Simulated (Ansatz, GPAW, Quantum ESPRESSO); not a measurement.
# CoO: programs and potentials compared

```
Co O
1.0
     0.00000    2.13150    2.13150
     2.13150    0.00000    2.13150
     2.13150    2.13150    0.00000
Co O
1 1
Direct
  0.00000 0.00000 0.00000
  0.50000 0.50000 0.50000
```

Alike in all runs: task band structure; functional LDA; k mesh 11 × 11 × 11; occupations fermi-dirac, width 0.05 eV; collinear spin, ferromagnetic start; no spin-orbit coupling. The measured crystal is an antiferromagnetic insulator; the state found here is the runs' own. LDA stands for any of its common fits. Pressure is positive in compression and, in plane waves, holds the error of the finite cutoff.

```
                                                    program and potentials  plane-wave cutoff (eV)                                      notes  pressure (GPa)  net moment per atom (μB)
                            Ansatz, all-electron LAPW, scalar-relativistic                       -                                          -          -19.31                      1.44
                        Quantum ESPRESSO, PseudoDojo 0.4.1 SR LDA standard                    1306  11.5 valence electrons an atom on average          -19.82                      1.44
GPAW, the program's PAW data sets (release 1.2.1) made for this functional                     800   7.5 valence electrons an atom on average          -18.57                      1.44
```

The pressure spans -19.82 (Quantum ESPRESSO, PseudoDojo 0.4.1 SR LDA standard) to -18.57 GPa (GPAW, the program's PAW data sets (release 1.2.1) made for this functional), with all-electron results at -19.31. All agree on the net moment per atom. The cell lies far from this level's equilibrium. The state is the one that the start led to, which needn't be the lowest.

Differences between rows come from potentials, basis sets and numerical settings, since the functional is the same but for its coding. Runs on potential files found faulty are left out.

All three runs put the cell under strong tension, so LDA favours a smaller volume. This is its familiar overbinding, probably reinforced here by d states that are too delocalised and mix too strongly with O 2p. The two potential-based pressures bracket the all-electron value, and their spread is small beside the tension itself; frozen-core treatment and basis convergence may both contribute to it.

The common moment of 1.44 μB per atom lies slightly below the spin-only value for high-spin divalent cobalt. Because it counts the whole cell, covalent transfer of spin to oxygen can't explain the shortfall. A non-integer cell moment instead suggests partial occupation in both spin channels, hence a metallic state, at odds with the known insulator. The likely cause is the partly filled minority-spin t2g shell, which stays degenerate in cubic symmetry and which LDA, lacking orbital-dependent on-site correlation, doesn't split. The agreement between programs therefore supports the numerical treatment of this state, not LDA's description of CoO.
